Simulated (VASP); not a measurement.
**Si3Ge5: relaxation of cell and atoms with PBEsol**

Si3Ge5:

```xyz
8
Lattice="5.5742 0.0001 0.0000 -0.0001 -5.5742 0.0000 0.0000 0.0000 -5.5738" Properties=species:S:1:pos:R:3 pbc="T T T"
Ge    4.1806   -4.1806   -4.1482
Ge    1.3935   -1.3935   -4.1482
Ge    1.3935   -4.1806   -1.4260
Ge    2.8031   -0.0159   -0.0157
Ge    5.5582   -2.7711   -0.0157
Si    4.1806   -1.3935   -1.4231
Si    5.5598   -0.0144   -2.7723
Si    2.8015   -2.7726   -2.7723
```

The cell was built by a generator and needn't be a form met in nature.

```
Program                : VASP 6.6.1
Task                   : relaxation of cell and atoms
Functional             : PBEsol
Potentials or basis    : VASP PAW PBE potentials, release 64 (Ge_d, Si)
Cutoff                 : 600 eV
k mesh                 : 6 × 6 × 6
Occupations            : gaussian, width 0.03 eV
Spin                   : no spin polarisation
Further INCAR settings : ALGO = Normal; EDIFF = 1e-07; IBRION = 2; EDIFFG = -0.005; NSW = 90; ISIF = 3
```

```
Relaxed volume                         : 21.64 Å³/atom
Relaxed cell                           : a = 5.573 Å, b = 5.573 Å, c = 5.573 Å, α = 90.00°, β = 90.00°, γ = 89.97°
Space group after relaxing (to 0.05 Å) : Cmm2 (No. 35)
Energy gained by relaxing              : 0.0 meV/atom
Ionic steps                            : 6
Pressure after relaxing                : 0.0 GPa
Largest force after relaxing           : 0.005 eV/Å
Band gap on the k mesh                 : 0.26 eV, indirect (least direct gap 0.37 eV)
```

Forces on the atoms (eV/Å):
```
Ge   0.000  0.000  0.005
Ge   0.000  0.000  0.005
Ge   0.000  0.000  0.005
Ge   0.000  0.000 -0.004
Ge   0.000  0.000 -0.004
Si   0.000  0.000  0.004
Si  -0.001 -0.001 -0.005
Si   0.001  0.001 -0.005
```

Final structure:
```xyz
8
Lattice="5.5732 -0.0014 0.0000 0.0014 -5.5732 0.0000 0.0000 0.0000 -5.5727" Properties=species:S:1:pos:R:3 pbc="T T T"
Ge    4.1809   -4.1809   -4.1474
Ge    1.3936   -1.3936   -4.1474
Ge    1.3943   -4.1802   -1.4254
Ge    2.8024   -0.0165   -0.0157
Ge    5.5581   -2.7722   -0.0157
Si    4.1802   -1.3943   -1.4231
Si    5.5586   -0.0160   -2.7718
Si    2.8019   -2.7727   -2.7718
```

Levels at points of the mesh, in eV from the valence-band top:
```
           k point  band 38  band 39  band 40  band 41  band 42  band 43  band 44  band 45
(0.00, 0.00, 0.00)    -2.96    -0.09    -0.04     0.00     0.37     0.44     0.46     0.64
(0.50, 0.00, 0.00)    -2.07    -2.07    -1.95    -1.94     0.86     1.04     2.76     2.86
(0.50, 0.50, 0.00)    -1.68    -1.56    -1.40    -1.24     1.81     2.04     2.24     2.37
(0.00, 0.00, 0.50)    -2.21    -2.09    -1.95    -1.82     0.73     1.15     2.79     2.98
(0.50, 0.00, 0.50)    -1.57    -1.55    -1.42    -1.31     1.83     2.03     2.25     2.32
(0.50, 0.50, 0.50)    -1.34    -1.24    -1.21    -1.10     0.26     0.40     0.73     1.06
```

It took 4 min on 4 MPI ranks on Intel(R) Xeon(R) 6975P-C (Granite Rapids), on a shared host, peak memory 0.6 GiB a rank.

Caveat: the PAW data sets were made with another functional, which shifts forces and pressure a little. A k mesh can miss the band edges.
